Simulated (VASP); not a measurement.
# InP (F-43m) in VASP: notebook, part 3 of 3

VASP 6.6.1. Earlier steps stand in the parts before.

## 6. Single point, BLYP+D3(BJ)

This run uses another cell than the first one, of 25.17 Å³/atom, 1.020 times its volume.

INCAR reads:

```
PREC     = Accurate       # precision mode
ENCUT    = 520            # plane-wave cutoff, eV
EDIFF    = 1E-6           # SCF threshold, eV
ISMEAR   = -1             # smearing method
SIGMA    = 0.05           # smearing width, eV
LREAL    = False          # projectors in reciprocal space
LASPH    = True           # aspherical terms in the spheres
NELM     = 100            # most SCF steps
ALGO     = Normal         # electronic algorithm
ISIF     = 2              # what is computed and relaxed
LWAVE    = False          # write WAVECAR
LCHARG   = False          # write CHGCAR
GGA      = B5             # functional
ALDAX    = 1.0          
AGGAX    = 1.0          
AGGAC    = 1.0          
ALDAC    = 0.0          
IVDW     = 12             # dispersion correction
VDW_S6   = 1.0          
VDW_S8   = 2.6996       
VDW_A1   = 0.4298       
VDW_A2   = 4.2359       
NBANDS   = 16             # bands
```

KPOINTS reads:

```
regular mesh
0
Gamma
  8 8 8
```

POSCAR reads:

```
InP
1.0
    0.0000000000      2.9305000000      2.9305000000
    2.9305000000      0.0000000000      2.9305000000
    2.9305000000      2.9305000000      0.0000000000
In P
1 1
Direct
    0.0000000000      0.0000000000      0.0000000000
    0.7500000000      0.7500000000      0.7500000000
```

Potentials or basis: VASP PAW PBE potentials, release 64 (In_d, P).

Started as:

```sh
$ cat potpaw_PBE.64/In_d/POTCAR potpaw_PBE.64/P/POTCAR > POTCAR
$ mpirun -np 1 vasp_std > vasp.out
```

OUTCAR:

```text
PREC = Accurate
   ENCUT = 520
   EDIFF = 1E-6
   ISMEAR = -1
   LREAL = False
   LASPH = True
   NELM = 100
   ISIF = 2
   GGA = B5
   IVDW = 12
 IVDW          = 12

 ion  position               nearest neighbor table
   1  0.000  0.000  0.000-   2 2.54   2 2.54   2 2.54   2 2.54
   2  0.750  0.750  0.750-   1 2.54   1 2.54   1 2.54   1 2.54

  LATTYP: Found a face centered cubic cell.
 ALAT       =     5.8610000000

  Lattice vectors:

 A1 = (   0.0000000000,   2.9305000000,   2.9305000000)
 A2 = (   2.9305000000,   0.0000000000,   2.9305000000)
 A3 = (   2.9305000000,   2.9305000000,   0.0000000000)

Analysis of symmetry for initial positions (statically):
=====================================================================
 Subroutine PRICEL returns:
 Original cell was already a primitive cell.

 Routine SETGRP: Setting up the symmetry group for a
 face centered cubic supercell.

 Subroutine GETGRP returns: Found 24 space group operations
 (whereof 24 operations were pure point group operations)
 out of a pool of 48 trial point group operations.

The static configuration has the point symmetry T_d .

Analysis of symmetry for dynamics (positions and initial velocities):
=====================================================================
 Subroutine PRICEL returns:
 Original cell was already a primitive cell.

 Routine SETGRP: Setting up the symmetry group for a
 face centered cubic supercell.

 Subroutine GETGRP returns: Found 24 space group operations
 (whereof 24 operations were pure point group operations)
 out of a pool of 48 trial point group operations.

The dynamic configuration has the point symmetry T_d .

 Subroutine INISYM returns: Found 24 space group operations
 (whereof 24 operations are pure point group operations),
 and found     1 'primitive' translations

----------------------------------------------------------------------------------------

                                     Primitive cell

  volume of cell :      50.3333

  direct lattice vectors                    reciprocal lattice vectors
     0.000000000  2.930500000  2.930500000    -0.170619348  0.170619348  0.170619348
     2.930500000  0.000000000  2.930500000     0.170619348 -0.170619348  0.170619348
     2.930500000  2.930500000  0.000000000     0.170619348  0.170619348 -0.170619348

  length of vectors
     4.144352845  4.144352845  4.144352845     0.295521380  0.295521380  0.295521380

  position of ions in fractional coordinates (direct lattice)
     0.000000000  0.000000000  0.000000000
     0.750000000  0.750000000  0.750000000

  ion indices of the primitive-cell ions
   primitive index   ion index
                 1           1
                 2           2

----------------------------------------------------------------------------------------

 KPOINTS: regular mesh

Automatic generation of k-mesh.
 Grid dimensions read from file:
 generate k-points for:    8    8    8

 Generating k-lattice:

  Cartesian coordinates                     Fractional coordinates (reciprocal lattice)
    -0.021327419  0.021327419  0.021327419     0.125000000  0.000000000  0.000000000
     0.021327419 -0.021327419  0.021327419     0.000000000  0.125000000  0.000000000
     0.021327419  0.021327419 -0.021327419     0.000000000  0.000000000  0.125000000

  Length of vectors
     0.036940172  0.036940172  0.036940172

  Shift w.r.t. Gamma in fractional coordinates (k-lattice)
     0.000000000  0.000000000  0.000000000

 Subroutine IBZKPT returns following result:
 ===========================================

 Found     29 irreducible k-points:

 Following reciprocal coordinates:
            Coordinates               Weight
  0.000000  0.000000  0.000000      1.000000
  0.125000  0.000000  0.000000      8.000000
  0.250000  0.000000  0.000000      8.000000
  0.375000  0.000000  0.000000      8.000000
  0.500000  0.000000  0.000000      4.000000
  0.125000  0.125000  0.000000      6.000000
[... 16 lines left out ...]
  0.500000  0.250000  0.125000     48.000000
 -0.375000  0.250000  0.125000     24.000000
 [... further k-points ...]
   k-points           NKPTS =     29   k-points in BZ     NKDIM =     29   number of bands    NBANDS=     16
   number of dos      NEDOS =    301   number of ions     NIONS =      2
   total plane-waves  NPLWV =  32768
   dimension x,y,z NGX =    32 NGY =   32 NGZ =   32
   dimension x,y,z NGXF=    64 NGYF=   64 NGZF=   64
   ions per type =               1   1
   NGX,Y,Z   is equivalent  to a cutoff of  12.84, 12.84, 12.84 a.u.
   NGXF,Y,Z  is equivalent  to a cutoff of  25.67, 25.67, 25.67 a.u.
 SYSTEM =  unknown system
   PREC   = accura    normal or accurate (medium, high low for compatibility)
   ISTART =      0    job   : 0-new  1-cont  2-samecut
   ICHARG =      2    charge: 1-file 2-atom 10-const
   ISPIN  =      1    spin polarized calculation?
   LNONCOLLINEAR =      F non collinear calculations
   LSORBIT =      F    spin-orbit coupling
   LASPH  =      T    aspherical Exc in radial PAW
   ENCUT  =  520.0 eV  38.22 Ry    6.18 a.u.   7.71  7.71  7.71*2*pi/ulx,y,z
   NELM   =    100;   NELMIN=  2; NELMDL= -5     # of ELM steps
   EDIFF  = 0.1E-05   stopping-criterion for ELM
   LREAL  =      F    real-space projection
   EDIFFG = 0.1E-04   stopping-criterion for IOM
   NSW    =      0    number of steps for IOM
   IBRION =     -1    ionic relax: 0-MD 1-quasi-New 2-CG
   NFREE  =      0    steps in history (QN), initial steepest desc. (CG)
   ISIF   =      2    stress and relaxation
   ISYM   =      2    0-nonsym 1-usesym 2-fastsym
   POTIM  = 0.5000    time-step for ionic-motion
   TEBEG  =    0.0;   TEEND  =   0.0 temperature during run
   PSTRESS=    0.0 pullay stress
   NELECT =      18.0000    total number of electrons
   NUPDOWN=      -1.0000    fix difference up-down
   EMIN   =  10.00;   EMAX   =-10.00  energy-range for DOS
   EFERMI =   0.00;   METHOD = LEGACY
   ISMEAR =    -1;   SIGMA  =   0.05  broadening in eV -4-tet -1-fermi 0-gaus
   EFERMI_NEDOS =   21; number of points for ismear=-14 and -15
   IALGO  =     38    algorithm
   IMIX   =      4    mixing-type and parameters
     AMIX     =   0.40;   BMIX     =  1.00
     AMIX_MAG =   1.60;   BMIX_MAG =  1.00
  volume/ion in A,a.u.               =      25.17       169.83
  Fermi-wavevector in a.u.,A,eV,Ry     =   1.162021  2.195901 18.371846  1.350293
  Thomas-Fermi vector in A             =   2.298587
   LORBIT       =      0    0 simple, 1 ext, 2 COOP (PROOUT), +10 PAW based schemes
   GGA     = B5    functional components
   LHFCALC =     F    Hartree Fock is set to
   AEXX    =    0.0000 exact exchange contribution
   IVDW    =    12    specifies the selected vdW correction
   LEPSILON=     F    determine dielectric tensor
   LRPA    =     F    only Hartree local field effects (RPA)
 non-spin polarized calculation
  energy-cutoff  :      520.00
  volume of cell :       50.33
 maximum number of plane-waves:      1380
   NGX = 15   NGY = 15   NGZ = 15

 number of electron      18.0000005 magnetization

 Free energy of the ion-electron system (eV)
  ---------------------------------------------------
  ext. energy  EPLUGINS =         0.00000000
  ---------------------------------------------------
  free energy    TOTEN  =        -7.05565030 eV

  energy without entropy =       -7.05563989  energy(sigma->0) =       -7.05564509

 E-fermi :   5.9626     XC(G=0):  -8.7163

 val. band max:        5.6174981575   @ k =   0.0000   0.0000   0.0000
 cond. band min:       6.2447766639   @ k =   0.0000   0.0000   0.0000
 fundamental gap:      0.6272785064
 Fermi energy:         5.9625697888

 k-point     1 :       0.0000    0.0000    0.0000
  band No.  band energies     occupation
      1      -8.6096      2.00000
      2      -8.6096      2.00000
      3      -8.6096      2.00000
      4      -8.4557      2.00000
      5      -8.4557      2.00000
      6      -5.8977      2.00000
[... 8 lines left out ...]
     15      15.1952      0.00000
     16      15.1952      0.00000
[... 419 lines left out ...]
 k-point    24 :      -0.3750    0.2500    0.1250
  band No.  band energies     occupation
      1      -8.7411      2.00000
      2      -8.5611      2.00000
      3      -8.5412      2.00000
      4      -8.4611      2.00000
      5      -8.4429      2.00000
      6      -3.8804      2.00000
[... 8 lines left out ...]
     15      16.4667      0.00000
     16      17.0323      0.00000

 [... further k-points ...]

------------------------ aborting loop because EDIFF is reached ----------------------------------------

 Edisp (eV)   -1.43098

 E8    (eV) :    -1.0601

  FORCE on cell =-STRESS in cart. coord.  units (eV):
  Direction    XX          YY          ZZ          XY          YZ          ZX
  --------------------------------------------------------------------------------------
  -------------------------------------------------------------------------------------
  Total       0.50591     0.50591     0.50591     0.00000     0.00000     0.00000
  in kB      16.10368    16.10368    16.10368     0.00000     0.00000     0.00000
  external pressure =       16.10 kB  Pullay stress =        0.00 kB

 VOLUME and BASIS-vectors are now :
 -----------------------------------------------------------------------------
  energy-cutoff  :      520.00
  volume of cell :       50.33
      direct lattice vectors                 reciprocal lattice vectors
     0.000000000  2.930500000  2.930500000    -0.170619348  0.170619348  0.170619348
     2.930500000  0.000000000  2.930500000     0.170619348 -0.170619348  0.170619348
     2.930500000  2.930500000  0.000000000     0.170619348  0.170619348 -0.170619348

 POSITION                                       TOTAL-FORCE (eV/Angst)
 -----------------------------------------------------------------------------------
      0.00000      0.00000      0.00000         0.000000     -0.000000     -0.000000
      4.39575      4.39575      4.39575        -0.000000      0.000000      0.000000
 -----------------------------------------------------------------------------------
    total drift:                                0.000000      0.000000     -0.000000

  FREE ENERGIE OF THE ION-ELECTRON SYSTEM (eV)
  ---------------------------------------------------
  free  energy   TOTEN  =        -8.4866339846 eV

  energy  without entropy=       -8.4866235768  energy(sigma->0) =       -8.48662878
```

It took 21 s on 1 thread of AMD EPYC 9R45 (Zen 5), shared host; peak memory 0.16 GiB.

What came out:

```
Free energy                : -8.4866 eV
Pressure                   : 1.6 GPa
Band gap on the k mesh     : 0.63 eV, direct
Dispersion energy per atom : -0.715 eV
```

Caveat: the PAW data sets were made with another functional, which shifts forces and pressure a little; spin-orbit coupling is left out, which moves the levels of the heavy elements.

## 7. The runs side by side

```csv
level,cell,gap on the mesh (eV),pressure (GPa)
revPBE,"a = 4.117 Å, angles 60.0°, 2 atoms",0.92,6.2
BLYP+D3(BJ),"a = 4.088 Å, angles 60.0°, 2 atoms",0.86,4.7
BLYP+D3(BJ),"a = 4.117 Å, angles 60.0°, 2 atoms",0.74,3.1
PBE+D4,"a = 4.144 Å, angles 60.0°, 2 atoms",0.71,1.0
BLYP+D3(BJ),"a = 4.144 Å, angles 60.0°, 2 atoms",0.63,1.6
```

Alike in all rows: task single point; potentials or basis VASP PAW PBE potentials, release 64 (In_d, P); no spin polarisation; k mesh 8 × 8 × 8; cutoff (eV) 520; smearing fermi-dirac 0.05 eV.

Caveats: spin-orbit coupling is left out, which moves the levels of the heavy elements; the PAW data sets were made with another functional, which shifts forces and pressure a little (some runs).

Total energies depend on the potentials used, so only differences within one code and one set of settings carry meaning.

## 8. Against experiment

Step 5. Measured gap of InP: 1.4236 eV (direct; 1.6 K; a printed reference work, data compilation). This calculation gives 0.71 eV (-0.71 eV). Spin-orbit coupling on In is left out. The value is that of PBE+D4, without temperature or zero-point motion. Semilocal functionals fall short of measured gaps as a rule.

Step 6. Against the measured gap of InP, 1.4236 eV (direct; 1.6 K; a printed reference work, data compilation), the calculated 0.63 eV is off by -0.80 eV. Spin-orbit coupling on In is left out. The value is that of BLYP+D3(BJ), without temperature or zero-point motion. Semilocal functionals fall short of measured gaps as a rule.
